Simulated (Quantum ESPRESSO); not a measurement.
# Tc under changes of volume

One of the cells (14.248 Å³/atom); the others are scaled copies at fixed shape and fractional positions:

```
Tc
1.0
     2.73936    0.00000    0.00000
    -1.36968    2.37235    0.00000
     0.00000    0.00000    8.76968
Tc
4
Cartesian
  1.3697 0.7908 6.5773
  0.0000 0.0000 4.3848
  0.0000 1.5816 2.1924
  0.0000 0.0000 0.0000
```

- Program: Quantum ESPRESSO 7.5
- Functional: PBEsol
- Potentials or basis: GBRV 1.5 PBEsol
- Cutoff: 612 eV
- Density cutoff: 4898 eV
- k mesh: 11 × 11 × 3
- Occupations: fermi-dirac, width 0.05 eV
- Spin: no spin polarisation

```tsv
volume (Å³/atom)	energy over the lowest point (meV/atom)	pressure (GPa)
13.393	29.50	16.0
13.678	7.96	7.9
13.963	0.00	0.7
14.248	4.24	-5.7
14.533	19.33	-11.5
14.818	44.14	-16.6
15.103	?	?
```

**Question.** What does the run at 15.103 Å³/atom give?

**Answer.** Energy over the lowest point 77.65 meV/atom; pressure -21.2 GPa.

Worked out: A Birch-Murnaghan fit of order 3 (a polynomial in V^(-2/3)) to the other rows has its minimum at 14.00 Å³/atom with B0 = V·E''(V) = 330 GPa and B' = 4.5 at fixed shape and positions, which overstates the stiffness. It gives 77.64 meV/atom at 15.103 Å³/atom, against the run's 77.65, and -dE/dV = -21.1 GPa, against -21.2.

Energies are extrapolated to zero smearing.
